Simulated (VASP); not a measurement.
# CO2 (I-42d) in VASP: further runs, part 2 of 2

VASP 6.6.1.

**6. Relaxation of shape and atoms at fixed volume, r2SCAN (a relaxed cell with its volume scaled by 1.02)**

File INCAR:

```
PREC = Accurate
ENCUT = 600
EDIFF = 1E-7
ISMEAR = 0
SIGMA = 0.03
LREAL = F
LASPH = T
NELM = 80
ALGO = Normal
ISIF = 4
LWAVE = F
LCHARG = F
METAGGA = R2SCAN
LMIXTAU = T
IBRION = 2
NSW = 40
EDIFFG = -0.01
KPAR = 2
```

File KPOINTS:

```
regular mesh
0
Gamma
  12 12 12
```

File POSCAR:

```
CO2                                     
1.0
   -1.9707184933      1.9707184933      2.9892205821
    1.9707184933     -1.9707184933      2.9892205821
    1.9707184933      1.9707184933     -2.9892205821
  C               O             
     2     4
Direct
     1.0000000000000000    0.0000000000000000    1.0000000000000000
     0.7500000000000000    0.2500000000000000    0.5000000000000000
     0.3750000000000000    0.2930168707317625    0.4180168707317625
     0.7069831292682375    0.1250000000000000    0.0819831292682376
     0.8750000000000000    0.9569831292682375    0.5819831292682375
     0.0430168707317624    0.6250000000000000    0.9180168707317625
```

Potentials or basis: VASP PAW PBE potentials, release 64 (C, O).

Run with:

```
$ cat potpaw_PBE.64/C/POTCAR potpaw_PBE.64/O/POTCAR > POTCAR
$ mpirun -np 2 vasp_std > vasp.out
```

OUTCAR:

```text
PREC = Accurate
   ENCUT = 600
   EDIFF = 1E-7
   ISMEAR = 0
   LREAL = F
   LASPH = T
   NELM = 80
   ISIF = 4
   METAGGA = R2SCAN
   IBRION = 2
   NSW = 40
   EDIFFG = -0.01

 ion  position               nearest neighbor table
   1  0.000  0.000  0.000-   4 1.40   5 1.40   3 1.40   6 1.40
   2  0.750  0.250  0.500-   4 1.40   5 1.40   3 1.40   6 1.40
   3  0.375  0.293  0.418-   1 1.40   2 1.40
   4  0.707  0.125  0.082-   1 1.40   2 1.40
   5  0.875  0.957  0.582-   1 1.40   2 1.40
   6  0.043  0.625  0.918-   1 1.40   2 1.40

  LATTYP: Found a body centered tetragonal cell.
 ALAT       =     3.9414369866
 C/A-ratio  =     1.5168176441

  Lattice vectors:

 A1 = (  -1.9707184933,   1.9707184933,   2.9892205821)
 A2 = (   1.9707184933,  -1.9707184933,   2.9892205821)
 A3 = (   1.9707184933,   1.9707184933,  -2.9892205821)

Analysis of symmetry for initial positions (statically):
=====================================================================
 Subroutine PRICEL returns:
 Original cell was already a primitive cell.

 Routine SETGRP: Setting up the symmetry group for a
 body centered tetragonal supercell.

 Subroutine GETGRP returns: Found  8 space group operations
 (whereof  4 operations were pure point group operations)
 out of a pool of 16 trial point group operations.

The static configuration has the point symmetry S_4 .
 The point group associated with its full space group is D_2d.

Analysis of symmetry for dynamics (positions and initial velocities):
=====================================================================
 Subroutine PRICEL returns:
 Original cell was already a primitive cell.

 Routine SETGRP: Setting up the symmetry group for a
 body centered tetragonal supercell.

 Subroutine GETGRP returns: Found  8 space group operations
 (whereof  4 operations were pure point group operations)
[... 134 lines left out ...]
  Thomas-Fermi vector in A             =   2.564121
   LORBIT       =      0    0 simple, 1 ext, 2 COOP (PROOUT), +10 PAW based schemes
   METAGGA = R2SCAN    functional components
   LHFCALC =     F    Hartree Fock is set to
   AEXX    =    0.0000 exact exchange contribution
   IVDW    =     0    specifies the selected vdW correction
   LEPSILON=     F    determine dielectric tensor
   LRPA    =     F    only Hartree local field effects (RPA)
 conjugate gradient relaxation of ions
 non-spin polarized calculation
 Gauss-broadening in eV      SIGMA  =   0.03
  energy-cutoff  :      600.00
  volume of cell :       46.44
 maximum number of plane-waves:      1572
 NGX is ok and might be reduce to    36
   NGX = 17   NGY = 17   NGZ = 17

--------------------------------------- Ionic step        1  -------------------------------------------

 number of electron      31.9999993 magnetization

 Free energy of the ion-electron system (eV)
  ---------------------------------------------------
  ext. energy  EPLUGINS =         0.00000000
  ---------------------------------------------------
  free energy    TOTEN  =       -49.38603826 eV

  energy without entropy =      -49.38603826  energy(sigma->0) =      -49.38603826

------------------------ aborting loop because EDIFF is reached ----------------------------------------

  FORCE on cell =-STRESS in cart. coord.  units (eV):
  Direction    XX          YY          ZZ          XY          YZ          ZX
  --------------------------------------------------------------------------------------
  -------------------------------------------------------------------------------------
  Total       -1.6233025     -1.6233025     -1.4543683      0.0000000      0.0000000      0.0000000
  in kB      -56.0070757    -56.0070757    -50.1785181      0.0000000      0.0000000      0.0000000
  external PRESSURE =     -54.0642231 kB  Pullay stress =       0.0000000 kB
[... 147 lines left out ...]
--------------------------------------- Ionic step        5  -------------------------------------------

 number of electron      31.9999994 magnetization

 Free energy of the ion-electron system (eV)
  ---------------------------------------------------
  ext. energy  EPLUGINS =         0.00000000
  ---------------------------------------------------
  free energy    TOTEN  =       -49.39311647 eV

  energy without entropy =      -49.39311647  energy(sigma->0) =      -49.39311647

 E-fermi :   1.9870     XC(G=0): -11.9163

 val. band max:        1.7593686402   @ k =   0.5000   0.0000   0.0000
 cond. band min:      10.1864346527   @ k =   0.0000   0.0000   0.0000
 fundamental gap:      8.4270660126
 Fermi energy:         1.9869996478

 k-point     1 :       0.0000    0.0000    0.0000
  band No.  band energies     occupation
      1     -23.4645      2.00000
      2     -18.2210      2.00000
      3     -18.2210      2.00000
      4     -17.5116      2.00000
      5     -13.3912      2.00000
      6      -8.1030      2.00000
[... 541 lines left out ...]
     19      12.4132      0.00000
     20      12.9982      0.00000

 [... further k-points ...]
[... 5 lines left out ...]
  --------------------------------------------------------------------------------------
  -------------------------------------------------------------------------------------
  Total       -0.8559449     -0.8559449     -0.8559285      0.0000000     -0.0000000      0.0000000
  in kB      -29.5317542    -29.5317542    -29.5311879      0.0000000     -0.0000000      0.0000000
  external PRESSURE =     -29.5315654 kB  Pullay stress =       0.0000000 kB
[... 21 lines left out ...]
  FREE ENERGIE OF THE ION-ELECTRON SYSTEM (eV)
  ---------------------------------------------------
  free  energy   TOTEN  =       -49.3931164711 eV

  energy  without entropy=      -49.3931164711  energy(sigma->0) =      -49.39311647

 reached required accuracy - stopping structural energy minimisation
```

OSZICAR:

```text
N       E                     dE             d eps       ncg     rms          rms(c)
DAV:   1     0.189570937463E+03    0.18957E+03   -0.21118E+04  6520   0.182E+03
DAV:   2    -0.549686956562E+02   -0.24454E+03   -0.23717E+03  8984   0.368E+02
DAV:   3    -0.636018152216E+02   -0.86331E+01   -0.86009E+01  7820   0.754E+01
DAV:   4    -0.636943310475E+02   -0.92516E-01   -0.92278E-01  8056   0.836E+00
[... 56 lines left out ...]
DAV:   6    -0.493931082870E+02    0.43023E-04   -0.43282E-05  6780   0.778E-02    0.177E-03
DAV:   7    -0.493931164558E+02   -0.81688E-05   -0.54866E-06  7168   0.248E-02    0.925E-04
DAV:   8    -0.493931163158E+02    0.13994E-06   -0.15792E-07  4960   0.434E-03    0.330E-04
DAV:   9    -0.493931164678E+02   -0.15192E-06   -0.15895E-07  4040   0.446E-03    0.251E-04
DAV:  10    -0.493931164711E+02   -0.33465E-08   -0.21250E-08  3392   0.138E-03
   5 F= -.49393116E+02 E0= -.49393116E+02  d E =-.631904E-03
```

Run time: 13 min. Hardware: 2 MPI ranks of Intel Xeon 6975P-C (Granite Rapids), shared host; peak memory 0.3 GiB.

Results:

| Property | Result |
| --- | --- |
| Free energy | -49.3931 eV |
| Energy gained by relaxing | 1.2 meV/atom |
| Ionic steps | 5 |
| Pressure after relaxing | -3.0 GPa |
| Band gap on the k mesh | 8.43 eV, indirect (least direct gap 8.84 eV) |

The path:
```
step  energy change (eV)  largest force (eV/Å)  pressure (GPa)
   1              0.0000                0.2820           -5.41
   2             -0.0062                0.0512           -2.76
   3             -0.0064                0.0044           -3.21
   4             -0.0068                0.0028           -3.13
   5             -0.0071                0.0007           -2.95
```

Final structure:
```
C O
1.0
    -1.97438    1.97438    2.97813
     1.97438   -1.97438    2.97813
     1.97438    1.97438   -2.97813
C O
2 4
Direct
  0.00000 0.00000 0.00000
  0.75000 0.25000 0.50000
  0.37500 0.28969 0.41469
  0.71031 0.12500 0.08531
  0.87500 0.96031 0.58531
  0.03969 0.62500 0.91469
```

Caveat: the PAW data sets were made with another functional, which shifts forces and pressure a little.

**7. The runs side by side**

| cell | gap on the mesh (eV) | pressure (GPa) |
| --- | --- | --- |
| atoms relaxed at fixed volume from: a relaxed cell with its volume scaled by 0.94 | 8.48 | 10.6 |
| atoms relaxed at fixed volume from: a relaxed cell with its volume scaled by 0.96 | 8.48 | 6.7 |
| atoms relaxed at fixed volume from: a relaxed cell with its volume scaled by 0.98 | 8.47 | 3.1 |
| atoms relaxed at fixed volume | 8.45 | 0.0 |
| atoms relaxed at fixed volume from: a relaxed cell with its volume scaled by 1.02 | 8.43 | -3.0 |

Alike in all rows: task relaxation of shape and atoms at fixed volume; level r2SCAN; potentials or basis VASP PAW PBE potentials, release 64 (C, O); no spin polarisation; k mesh 12 × 12 × 12; cutoff (eV) 600; smearing gaussian 0.03 eV.

Caveats: the PAW data sets were made with another functional, which shifts forces and pressure a little; the relaxation stopped at its first step, so nothing moved (some runs).

Total energies depend on the potentials used, so only differences within one code and one set of settings carry meaning.
